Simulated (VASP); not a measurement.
A run of VASP 6.6.1 is set up as follows.

INCAR

```
PREC = Accurate ; ENCUT = 450
EDIFF = 1E-5 ; ISMEAR = 0
SIGMA = 0.03 ; LREAL = Auto
LASPH = T ; NELM = 120
ALGO = Normal ; ISIF = 2
LWAVE = F ; LCHARG = F
GGA = PS ; NBANDS = 84
LORBIT = 11 ; KPAR = 4
```

KPOINTS

```
regular mesh
0
Gamma
  3 3 2
```

File POSCAR:

```
Al15N16
1.0
    6.2200008610      0.0000000000      0.0000000000
   -3.1100004305      5.3866787572      0.0000000000
    0.0000000000      0.0000000000      9.9600000000
Al N
15 16
Direct
    0.3333333333      0.1666666667      0.5000000000
    0.3333333333      0.6666666667      0.0000000000
    0.3333333333      0.6666666667      0.5000000000
    0.8333333333      0.1666666667      0.0000000000
    0.8333333333      0.1666666667      0.5000000000
    0.8333333333      0.6666666667      0.0000000000
    0.8333333333      0.6666666667      0.5000000000
    0.1666666667      0.3333333333      0.2500000000
    0.1666666667      0.3333333333      0.7500000000
    0.1666666667      0.8333333333      0.2500000000
    0.1666666667      0.8333333333      0.7500000000
    0.6666666667      0.3333333333      0.2500000000
    0.6666666667      0.3333333333      0.7500000000
    0.6666666667      0.8333333333      0.2500000000
    0.6666666667      0.8333333333      0.7500000000
    0.3333333333      0.1666666667      0.1910000000
    0.3333333333      0.1666666667      0.6910000000
    0.3333333333      0.6666666667      0.1910000000
    0.3333333333      0.6666666667      0.6910000000
    0.8333333333      0.1666666667      0.1910000000
    0.8333333333      0.1666666667      0.6910000000
    0.8333333333      0.6666666667      0.1910000000
    0.8333333333      0.6666666667      0.6910000000
    0.1666666667      0.3333333333      0.4410000000
    0.1666666667      0.3333333333      0.9410000000
    0.1666666667      0.8333333333      0.4410000000
    0.1666666667      0.8333333333      0.9410000000
    0.6666666667      0.3333333333      0.4410000000
    0.6666666667      0.3333333333      0.9410000000
    0.6666666667      0.8333333333      0.4410000000
    0.6666666667      0.8333333333      0.9410000000
```

Potentials or basis: VASP PAW PBE potentials, release 64 (Al, N).

The run is started by

```bash
$ cat potpaw_PBE.64/Al/POTCAR potpaw_PBE.64/N/POTCAR > POTCAR
$ mpirun -np 4 vasp_std > vasp.out
```

What does it give for the band gap on the k mesh?

None (metal or under the smearing width).

Predict the largest force.

1.505 eV/Å.

Forces on the atoms (eV/Å):
```
Al   0.000  0.000  0.111
Al   0.597  0.345  0.594
Al   0.136  0.079 -0.087
Al   0.000 -0.689  0.594
Al   0.000 -0.157 -0.087
Al  -0.597  0.345  0.594
Al  -0.136  0.079 -0.087
Al  -0.086  0.050 -0.917
Al   0.446 -0.258  0.275
Al   0.000 -0.099 -0.917
Al   0.000  0.515  0.275
Al   0.086  0.050 -0.917
Al  -0.446 -0.258  0.275
Al   0.000  0.000 -0.297
Al   0.000  0.000  0.275
N    0.000  0.000  1.418
N    0.000  0.000 -0.391
N   -0.024 -0.014  0.263
N   -0.007 -0.004 -0.175
N    0.000  0.028  0.263
N    0.000  0.009 -0.175
N    0.024 -0.014  0.263
N    0.007 -0.004 -0.175
N    0.071 -0.041  0.108
N   -1.253  0.724 -0.415
N    0.000  0.081  0.108
N    0.000 -1.447 -0.415
N   -0.071 -0.041  0.108
N    1.253  0.724 -0.415
N    0.000  0.000  0.158
N    0.000  0.000 -0.208
```

Caveat: the k mesh is coarse (spacing up to 0.39 Å⁻¹), so the values aren't converged; the PAW data sets were made with another functional, which shifts forces and pressure a little.
